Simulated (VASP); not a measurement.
Crystal: Os.

```
Os
1.0
     2.60829    0.00000    0.00000
    -1.30414    2.25884    0.00000
     0.00000    0.00000    2.43712
Os
1
Direct
  0.00000 0.00000 0.00000
```

The cell was built by a generator and needn't be a form met in nature.

| Quantity | Value |
| --- | --- |
| Program | VASP 6.6.1 |
| Task | relaxation of cell and atoms |
| Functional | PBE |
| Potentials or basis | VASP PAW PBE potentials, release 64 (Os) |
| Cutoff | 600 eV |
| k mesh | 9 × 9 × 8 |
| Occupations | gaussian, width 0.1 eV |
| Spin | no spin polarisation |

At the start: pressure 36.2 GPa; volume 14.36 Å³/atom.

Q: Where does the relaxation end?

A: Over 6 steps the energy falls by 146.1 meV/atom and the volume is 15.75 Å³/atom (+9.7 %); space group P6/mmm (No. 191, to 0.05 Å).

The path:
| step | energy change (eV) | largest force (eV/Å) | pressure (GPa) | volume (Å³) |
| --- | --- | --- | --- | --- |
| 1 | 0.0000 | 0.0000 | 36.22 | 14.36 |
| 2 | 1.1679 | 0.0000 | -45.84 | 22.22 |
| 3 | -0.1410 | 0.0000 | -4.64 | 15.99 |
| 4 | -0.1445 | 0.0000 | -0.70 | 15.79 |
| 5 | -0.1445 | 0.0000 | -0.06 | 15.75 |
| 6 | -0.1461 | 0.0000 | 0.13 | 15.75 |

Final structure:
```
Os
1.0
     2.70373    0.00000    0.00000
    -1.35187    2.34150    0.00000
     0.00000    0.00000    2.48826
Os
1
Direct
  0.00000 0.00000 0.00000
```
